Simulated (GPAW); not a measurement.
# CsSnI3 (Pm-3m) in GPAW: notebook

Runs on CsSnI3. Level: PBE. Tasks: single point.

Program: GPAW 26.7.0. These are calculated values, not measurements. Logs are shortened: lines on timing, memory, paths and dates and some standing lists are left out, and cuts for length are marked. The log counts tension as positive stress, the text compression.

### Step 1. The undisturbed crystal

Symmetry: Pm-3m, No. 221, cubic system. The conventional cell has a = 6.206 Å, b = 6.206 Å, c = 6.206 Å, α = 90.00°, β = 90.00°, γ = 90.00°. Around Cs (site symmetry m-3m) lie 12 I at 4.39 Å. Around I (site symmetry 4/mmm) lie 2 Sn at 3.10 Å. Around Sn (site symmetry m-3m) lie 6 I at 3.10 Å.

### Step 2. Single point, PBE (strain = 0.02)

run.py reads:

```python
from ase.dft.bandgap import bandgap
from ase.io import read, write
from ase.units import Bohr, GPa
from gpaw import GPAW, PW
from gpaw.elf import elf_from_dft_calculation

atoms = read('CsSnI3.xyz')

calc = GPAW(mode=PW(600),
            xc='PBE',
            kpts={'size': (4, 4, 4), 'gamma': True},
            occupations={'name': 'fermi-dirac', 'width': 0.05},
            nbands=37,
            convergence={'density': 1e-05, 'energy': 1e-05},
            maxiter=150,
            txt='gpaw.txt')
atoms.calc = calc
energy = atoms.get_potential_energy()
forces = atoms.get_forces()
stress = atoms.get_stress()
calc.write('gs.gpw')
write('result.traj', atoms)
print(f'Energy: {energy:.6f} eV')
print('Forces (eV/A):')
print(forces.round(4))
print('Stress (GPa):', (stress / GPa).round(3))
print('Fermi level:', round(calc.get_fermi_level(), 4), 'eV')
print(f'Gap: {bandgap(calc)[0]:.4f} eV, direct: {bandgap(calc, direct=True)[0]:.4f} eV')

# fields on the real-space grid
write('density.cube', atoms, data=calc.get_pseudo_density() * Bohr**3)
write('potential.cube', atoms, data=calc.get_electrostatic_potential())
write('elf.cube', atoms, data=elf_from_dft_calculation(calc).data)
```

CsSnI3.xyz reads:

```xyz
5
Lattice="6.2057000000 0.0620570000 0.0000000000 0.0620570000 6.2057000000 0.0000000000 0.0000000000 0.0000000000 6.2057000000" Properties=species:S:1:pos:R:3 pbc="T T T"
Cs     0.0000000000      0.0000000000      0.0000000000
I      3.1338785000      3.1338785000      0.0000000000
I      3.1028500000      0.0310285000      3.1028500000
I      0.0310285000      3.1028500000      3.1028500000
Sn     3.1338785000      3.1338785000      3.1028500000
```

Potentials or basis: GPAW PAW data sets (gpaw-data 1.2.1), pw.

Launch:

```
> OMP_NUM_THREADS=1 python run.py
```

gpaw.txt:

```text
__  _  _
 | _ |_)|_||  |
 |__||  | ||/\| - 26.7.0

Input parameters:
  mode=PW(ecut=600.0),
  convergence={'density': 1e-05, 'energy': 1e-05},
  kpts=MonkhorstPack(size=(4, 4, 4), gamma=True),
  maxiter=150,
  nbands=37,
  occupations=Occupations(name='fermi-dirac', width=0.05),
  xc=XC(name='PBE')

Diagonalizing LCAO Hamiltonian
Converting LCAO to pw mode

         I       Sn
               I

                 I
       Cs

Atoms  # Å, Bohr magnetons
|   | symbol |        x |        y |        z |    initial magnetic moments |
|---|--------|----------|----------|----------|-----------------------------|
| 0 |     Cs | 0.000000 | 0.000000 | 0.000000 | ( 0.0000,  0.0000,  0.0000) |
| 1 |      I | 3.133878 | 3.133878 | 0.000000 | ( 0.0000,  0.0000,  0.0000) |
| 2 |      I | 3.102850 | 0.031029 | 3.102850 | ( 0.0000,  0.0000,  0.0000) |
| 3 |      I | 0.031029 | 3.102850 | 3.102850 | ( 0.0000,  0.0000,  0.0000) |
| 4 |     Sn | 3.133878 | 3.133878 | 3.102850 | ( 0.0000,  0.0000,  0.0000) |

Unit cell  # Å
| periodic |        x |        y |        z |  lengths |    angles |
|----------|----------|----------|----------|----------|-----------|
|      yes | 6.205700 | 0.062057 | 0.000000 | 6.206010 | 90.000000 |
|      yes | 0.062057 | 6.205700 | 0.000000 | 6.206010 | 90.000000 |
|      yes | 0.000000 | 0.000000 | 6.205700 | 6.205700 | 88.854123 |

Number of symmetries: 8
Symmetry operations  # r_c * U_cc + t_c -> r_c
|   | kind |            matrix            |
|---|------|------------------------------|
| 0 |  E   |  1, 0, 0,  0, 1, 0,  0, 0, 1 |
| 1 |  σ   |  1, 0, 0,  0, 1, 0,  0, 0,-1 |
| 2 |  σ   |  0, 1, 0,  1, 0, 0,  0, 0, 1 |
| 3 |  C2  |  0, 1, 0,  1, 0, 0,  0, 0,-1 |
| 4 |  σ   |  0,-1, 0, -1, 0, 0,  0, 0, 1 |
| 5 |  C2  |  0,-1, 0, -1, 0, 0,  0, 0,-1 |
| 6 |  C2  | -1, 0, 0,  0,-1, 0,  0, 0, 1 |
| 7 |  i   | -1, 0, 0,  0,-1, 0,  0, 0,-1 |

BZ-sampling:
  Number of BZ points: 64
  Number of IBZ points: 21

  Monkhorst-Pack size: [4, 4, 4]
  Monkhorst-Pack shift: [0.125, 0.125, 0.125]

K-points  # in reciprocal-cell coordinates
|     |                                coordinates |     weight |
|-----|--------------------------------------------|------------|
|   0 | (  0.00000000,   0.00000000,   0.00000000) | 0.01562500 |
|   1 | (  0.00000000,   0.00000000,   0.25000000) | 0.03125000 |
|   2 | (  0.00000000,   0.00000000,   0.50000000) | 0.01562500 |
|   3 | (  0.25000000,  -0.25000000,   0.00000000) | 0.03125000 |
|   4 | (  0.25000000,  -0.25000000,   0.25000000) | 0.06250000 |
|   5 | (  0.25000000,  -0.25000000,   0.50000000) | 0.03125000 |
|   6 | (  0.25000000,   0.00000000,   0.00000000) | 0.06250000 |
|   7 | (  0.25000000,   0.00000000,   0.25000000) | 0.12500000 |
|   8 | (  0.25000000,   0.00000000,   0.50000000) | 0.06250000 |
|   9 | (  0.25000000,   0.25000000,   0.00000000) | 0.03125000 |
| ... |                                            |            |
|  20 | (  0.50000000,   0.50000000,   0.50000000) | 0.01562500 |

Plane wave coefficients: 8017
Cutoff: 600.0 eV

Spin-components: 1 (collinear spins)
Bands:           37
Projectors:      26
Spin-degeneracy: 2
Datatype:        complex128

Parallelization:
  kpt:    1
  domain: 1
  band:   1

Density:
  Valence electrons: 44.0
  Components: 1
  Grid points: [36 36 36]
  Charge: 0.0  # |e|

Potential:
  Grid points: [36 36 36]

species:
  Cs:
    name:    Caesium
    Z:       55.0
    valence: 9
    core:    46
    charge:  0.0  # [|e|]
    compensation charges:
      type: gauss
      rc: 0.33  # [Å]
      lmax: 2
    cutoffs:
      filter: 2.06  # [Å]
      core: 2.51  # [Å]
    projectors
    | kind |    occ | energy [eV] | rcut [Å] |
    |------|--------|-------------|----------|
    |   5s |  2.000 |     -26.706 |    1.164 |
    |   6s |  1.000 |      -2.085 |    1.164 |
    |   5p |  6.000 |     -13.523 |    1.058 |
    |    p |        |      13.688 |    1.058 |
    |    d |        |       0.000 |    1.058 |

    Using partial waves for Cs as LCAO basis

  I:
    name:    Iodine
    Z:       53.0
    valence: 7
    core:    46
    charge:  0.0  # [|e|]
    compensation charges:
      type: gauss
      rc: 0.37  # [Å]
      lmax: 2
    cutoffs:
      filter: 2.06  # [Å]
      core: 2.90  # [Å]
    projectors
    | kind |    occ | energy [eV] | rcut [Å] |
    |------|--------|-------------|----------|
    |   5s |  2.000 |     -17.382 |    1.164 |
    |   5p |  5.000 |      -7.088 |    1.164 |
    |    s |        |       9.829 |    1.164 |
    |    p |        |      20.123 |    1.164 |
    |    d |        |       0.000 |    1.164 |

    Using partial waves for I as LCAO basis

  Sn:
    name:    Tin
    Z:       50.0
    valence: 14
    core:    36
    charge:  0.0  # [|e|]
    compensation charges:
      type: gauss
      rc: 0.38  # [Å]
      lmax: 2
    cutoffs:
      filter: 2.23  # [Å]
      core: 2.35  # [Å]
    projectors
    | kind |    occ | energy [eV] | rcut [Å] |
    |------|--------|-------------|----------|
    |   5s |  2.000 |     -10.538 |    1.201 |
    |   5p |  2.000 |      -3.696 |    1.270 |
    |   4d | 10.000 |     -25.845 |    1.185 |
    |    s |        |      16.674 |    1.201 |
    |    p |        |      23.515 |    1.270 |
    |    d |        |       1.367 |    1.185 |

    Using partial waves for Sn as LCAO basis

Reference energy: -960433.156792  # eV

eigensolver:
  PPCG
  Converge bands: occupied
  niter=2

density mixing:
  MSR1-Mixer
  Pratt-step length: 0.05
  Maximum mixing coefficient: 0.75
  Old densities: 10
  SVD Regularization: 0.005
  Good broyden scale: 1.0
  Trust region scale: 1.0
  Backstep threshold: 4.0
  History deletion threshold: 6.0
  Fourier metric: weight=20.0, sigma=0.015

occupation numbers:
  Fermi-Dirac:
    width: 0.0500  # eV

poisson solver:
  ecut: 4800.0  # eV

xc functional:
  name: PBE with 2 nearest neighbor stencil

convergence criteria:
[... 6 lines left out ...]
|iter     | |      energy | eigst |  dens |
|---------|-|-------------|-------|-------|
|iter:   1| |  -14.334499 | -0.19 |       |
|iter:   2| |  -14.315110 | -2.17 | -1.37 |
|iter:   3| |  -14.080777 | -2.37 | -1.41 |
|iter:   4| |  -14.071532 | -3.52 | -1.88 |
|iter:   5| |  -14.072128 | -4.34 | -2.37 |
|iter:   6| |  -14.072236 | -5.43 | -3.06 |
|iter:   7| |  -14.072247c| -6.58 | -3.69 |
|iter:   8| |  -14.072248c| -7.31 | -4.11 |
|iter:   9| |  -14.072248c| -7.72c| -4.86 |
|iter:  10| |  -14.072248c| -8.19c| -5.53c|

Converged in 10 steps
Energy contributions relative to reference atoms: (reference = -960433.156792)

Energy contributions:
  Kinetic:          25.415949
  Coulomb:         -25.286249
  Zero:             -0.092030
  External:          0.000000
  Xc:              -14.109320
  Entropy:          -0.001197
  Spinorbit:         0.000000
  ----------------------------
  Free energy:     -14.072847
  Extrapolated:    -14.072248

dipole moment: (-65.929625, -65.929625, -65.276829)  # |e|*Ang

Fermi level: 3.602
Eigenvalues  # (at kpt = [0.000, 0.000, 0.000])
| band index |      eig [eV] | occ [0-2] |
|------------|---------------|-----------|
|          0 |       -18.819 |     2.000 |
|        ... |               |           |
|         14 |        -1.260 |     2.000 |
|         15 |        -1.231 |     2.000 |
|         16 |         1.100 |     2.000 |
|         17 |         1.133 |     2.000 |
|         18 |         1.151 |     2.000 |
|         19 |         1.265 |     2.000 |
[... 8 lines left out ...]
|         28 |         8.133 |     0.000 |
|         29 |         8.178 |     0.000 |
|        ... |               |           |
|         36 |        11.866 |     0.000 |

Gap: 0.265 eV
Transition (v -> c):
  (s=0, k=20, n=21, [0.50, 0.50, 0.50]) -> (s=0, k=20, n=22, [0.50, 0.50, 0.50])
No difference between direct/indirect transitions

Forces  # eV/Ang
|       x |       y |       z |
|---------|---------|---------|
| 0.00000 | 0.00000 | 0.00000 |  # Cs   0
| 0.00000 | 0.00000 | 0.00000 |  # I    1
| 0.00000 | 0.00000 | 0.00000 |  # I    2
| 0.00000 | 0.00000 | 0.00000 |  # I    3
| 0.00000 | 0.00000 | 0.00000 |  # Sn   4

Stress tensor  # eV/Ang^3
|         x |         y |         z |
|-----------|-----------|-----------|
| -0.005013 |  0.000549 |  0.000000 |
|  0.000549 | -0.005013 |  0.000000 |
|  0.000000 |  0.000000 | -0.004998 |

# Writing to gs.gpw (mode='')
```

It took 2 min on 1 thread of Arm Neoverse V1, shared host; peak memory 0.36 GiB.

What came out:

* Free energy: -14.0728 eV
* Pressure: 0.8 GPa
* Band gap on the k mesh: 0.26 eV, direct

Caveat: the density grid can change from cell to cell, which puts small steps into energies and stress; spin-orbit coupling is left out, which moves the levels of the heavy elements; the cell was measured hot, at 500 K. A k mesh can miss the band edges.

### Step 3. Single point, PBE (strain = 0.01)

run.py: that of step 2 with these lines changed.

```diff
@@ -2,5 +2,4 @@
 from ase.io import read, write
-from ase.units import Bohr, GPa
+from ase.units import GPa
 from gpaw import GPAW, PW
-from gpaw.elf import elf_from_dft_calculation
 
@@ -28,6 +27 @@
 print(f'Gap: {bandgap(calc)[0]:.4f} eV, direct: {bandgap(calc, direct=True)[0]:.4f} eV')
-
-# fields on the real-space grid
-write('density.cube', atoms, data=calc.get_pseudo_density() * Bohr**3)
-write('potential.cube', atoms, data=calc.get_electrostatic_potential())
-write('elf.cube', atoms, data=elf_from_dft_calculation(calc).data)
```

CsSnI3.xyz reads:

```xyz
5
Lattice="6.2057000000 0.0310285000 0.0000000000 0.0310285000 6.2057000000 0.0000000000 0.0000000000 0.0000000000 6.2057000000" Properties=species:S:1:pos:R:3 pbc="T T T"
Cs     0.0000000000      0.0000000000      0.0000000000
I      3.1183642500      3.1183642500      0.0000000000
I      3.1028500000      0.0155142500      3.1028500000
I      0.0155142500      3.1028500000      3.1028500000
Sn     3.1183642500      3.1183642500      3.1028500000
```

Potentials or basis: GPAW PAW data sets (gpaw-data 1.2.1), pw.

Launch:

```
> OMP_NUM_THREADS=1 python run.py
```

Wall time 1.7 min (1 thread of Arm Neoverse V1, shared host); peak memory 0.36 GiB.

Results (log left out):

```
Free energy            : -14.0739 eV
Pressure               : 0.8 GPa
Band gap on the k mesh : 0.27 eV, direct
```

Levels at points of the mesh, in eV from the valence-band top:
| k point | band 20 | band 21 | band 22 | band 23 | band 24 | band 25 |
| --- | --- | --- | --- | --- | --- | --- |
| (0.00, 0.00, 0.00) | -2.22 | -2.20 | -2.19 | 2.17 | 3.09 | 3.09 |
| (0.00, 0.00, 0.50) | -2.36 | -2.29 | -1.60 | 1.06 | 3.71 | 3.91 |
| (0.50, 0.00, 0.00) | -2.33 | -2.33 | -1.60 | 1.06 | 3.71 | 3.91 |
| (0.50, 0.00, 0.50) | -2.57 | -1.78 | -0.79 | 0.73 | 0.74 | 3.95 |
| (0.50, 0.50, 0.00) | -2.57 | -1.78 | -0.79 | 0.73 | 0.74 | 3.95 |
| (0.50, 0.50, 0.50) | -1.76 | -1.76 | 0.00 | 0.27 | 0.28 | 0.29 |

Caveat: the density grid can change from cell to cell, which puts small steps into energies and stress; spin-orbit coupling is left out, which moves the levels of the heavy elements; the cell was measured hot, at 500 K. A k mesh can miss the band edges.
